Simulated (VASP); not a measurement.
An input for VASP 6.6.1 (BP):

run.py

```python
from ase.calculators.vasp import Vasp
from ase.dft.dos import DOS
from ase.spacegroup import crystal

atoms = crystal(
    ['P', 'B'],
    basis=[[0.25, 0.25, 0.25], [0.0, 0.0, 0.0]],
    spacegroup=216,
    setting=1,
    cellpar=[4.538, 4.538, 4.538, 90.0, 90.0, 90.0],
    primitive_cell=True,
)
atoms.set_initial_magnetic_moments([0.5, 0.0])
calc = Vasp(
    directory='calc',
    pp='PBE',
    setups='minimal',
    prec='Accurate',
    encut=500,
    ediff=1e-06,
    ismear=-1,
    sigma=0.1,
    lreal=False,
    lasph=True,
    nelm=64,
    algo='Normal',
    isif=2,
    lwave=False,
    lcharg=False,
    ispin=2,
    lorbit=10,
    gga='ZZ',
    aldax=1.0,
    aggax=1.0,
    aggac=1.0,
    aldac=0.0,
    ivdw=13,
    vdw_s6=1.0,
    vdw_s8=2.34076671,
    vdw_a1=0.44488865,
    vdw_a2=4.0933009,
    kpts=[10, 10, 10],
    gamma=True,
)
atoms.calc = calc

print('energy (eV):', atoms.get_potential_energy())
print('free energy (eV):', atoms.get_potential_energy(force_consistent=True))
print('forces (eV/A):')
print(atoms.get_forces())
print('stress (eV/A^3, Voigt):', atoms.get_stress())
print('Fermi level (eV):', calc.get_fermi_level())
print('moment (muB):', atoms.get_magnetic_moment())
print('site moments (muB):', atoms.get_magnetic_moments())
dos = DOS(calc, width=0.05, window=(-10, 10), npts=301)
print('E - E_F (eV), DOS (1/eV)')
for e, g in zip(dos.get_energies(), dos.get_dos()):
    print(f'{e:8.3f} {g:10.4f}')
```

Potentials or basis: VASP PAW PBE potentials, release 64 (P, B).

The run is started by

```bash
$ python run.py
```

What does the program do with it?

The run stopped without a result. It printed:

Output:

```text
Traceback (most recent call last):
  ...
ase.calculators.calculator.CalculationFailed: vasp in <dir> returned an error: 1 stderr is in vasp.out
```

OUTCAR:

```text
ENCUT = 500.000000
   VDW_S6 = 1.000000
   VDW_S8 = 2.340767
   VDW_A1 = 0.444889
   VDW_A2 = 4.093301
   EDIFF = 1.00e-06
   GGA = ZZ
   PREC = Accurate
   ISIF = 2
   ISMEAR = -1
   ISPIN = 2
   LORBIT = 10
   NELM = 64
   IVDW = 13
   LASPH = .TRUE.
   LREAL = .FALSE.
```

Among its messages:

```text
Error: One of the selected functionals does not exist. ---->  I REFUSE TO CONTINUE WITH THIS SICK JOB ... BYE!!! <----
```
